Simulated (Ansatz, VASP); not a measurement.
This is a calculation of SrO for Ansatz 0.2.0.

File input.yaml:

```yaml
crystal:
  lattice:
    - [0.0, 2.5316160185, 2.5316160185]
    - [2.5316160185, 0.0, 2.5316160185]
    - [2.5316160185, 2.5316160185, 0.0]
  atoms:
    - { symbol: Sr, position: [0.5, 0.5, 0.5] }
    - { symbol: O, position: [0.0, 0.0, 0.0] }
hamiltonian:
  xc: pbe
  pseudopotentials: { kind: paw }
kpoints:
  mp_grid: { grid: [9, 9, 9] }
scf:
  occupations: { method: fermi_dirac, width: 0.05 }
output:
  forces: true
  stress: true
  eigenvalues: true
```

Potentials or basis: Ansatz PAW.

Run with:

```bash
$ ansatz run input.yaml --threads 1 --pin off --max-ram 3584MiB --backend cpu --events-out ev --progress --plain --runs-dir out
```

Q: Set up the same calculation for VASP 6.6.1. Potentials there: VASP PAW PBE potentials, release 64 (Sr_sv, O).

A: As run (the cutoff follows the program's own potentials):

File INCAR:

```
  ALGO = Normal
  EDIFF = 1E-7
  ENCUT = 520
  GGA = PE
  ISIF = 2
  ISMEAR = -1
  LASPH = T
  LCHARG = F
  LREAL = F
  LWAVE = F
  NBANDS = 15
  NELM = 80
  PREC = Accurate
  SIGMA = 0.05
```

File KPOINTS:

```
k-points
0
Gamma
  9 9 9
```

File POSCAR:

```
SrO
1.0
    0.0000000000      2.5316160185      2.5316160185
    2.5316160185      0.0000000000      2.5316160185
    2.5316160185      2.5316160185      0.0000000000
Sr O
1 1
Direct
    0.5000000000      0.5000000000      0.5000000000
    0.0000000000      0.0000000000      0.0000000000
```

Potentials or basis: VASP PAW PBE potentials, release 64 (Sr_sv, O).

Launch:

```console
$ cat potpaw_PBE.64/Sr_sv/POTCAR potpaw_PBE.64/O/POTCAR > POTCAR
$ mpirun -np 1 vasp_std > vasp.out
```

Both were run:

|  | VASP | Ansatz | Ansatz less VASP |
| --- | --- | --- | --- |
| gap on the k mesh at the Fermi level (eV) | 3.29 | 3.35 | +0.053 |
| least direct gap on the mesh (eV) | 3.36 | 3.40 | +0.041 |
| pressure (GPa) | 8.5 | 7.7 | -0.72 |

With one functional, cell and mesh, what is left measures potentials, basis and numerics.

Caveats: an odd mesh through Γ misses points on the zone boundary, where band edges often lie (VASP); odd divisions of the mesh miss points on the zone boundary, where band edges often lie, so the gap on the mesh can be too wide (Ansatz); the pressure holds a Pulay correction of +0.4 GPa for the finite cutoff (Ansatz).
